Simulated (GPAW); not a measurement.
The system is HfN.

```
Hf N
1.0
     0.00000    2.25600    2.25600
     2.25600    0.00000    2.25600
     2.25600    2.25600    0.00000
Hf N
1 1
Direct
  0.00000 0.00000 0.00000
  0.50000 0.50000 0.50000
```

```yaml
Program: GPAW 26.7.0
Task: relaxation of cell and atoms
Functional: PBE
Potentials_or_basis: GPAW PAW data sets (gpaw-data 1.2.1)
Cutoff: 800 eV
Basis: pw
k_mesh: 10 × 10 × 10
Occupations: fermi-dirac, width 0.05 eV
Spin: no spin polarisation
```

At the start: pressure 6.7 GPa; volume 11.48 Å³/atom.

Problem. Where does the relaxation end?

Solution. Over 3 steps the energy falls by 6.5 meV/atom and the volume is 11.75 Å³/atom (+2.3 %); space group Fm-3m (No. 225, to 0.05 Å).

Step by step:
```
step  energy change (eV)  largest force (eV/Å)  pressure (GPa)  volume (Å³)
   1              0.0000                0.0000            6.72        22.96
   2             -0.0085                0.0000            3.69        23.20
   3             -0.0130                0.0000            0.10        23.50
```

Final structure:
```xyz
2
Lattice="0.0000 2.2735 2.2735 2.2735 0.0000 2.2735 2.2735 2.2735 0.0000" Properties=species:S:1:pos:R:3 pbc="T T T"
Hf    0.0000    0.0000    0.0000
N     2.2735    2.2735    2.2735
```

Caveat: later steps reuse the first step's grids.
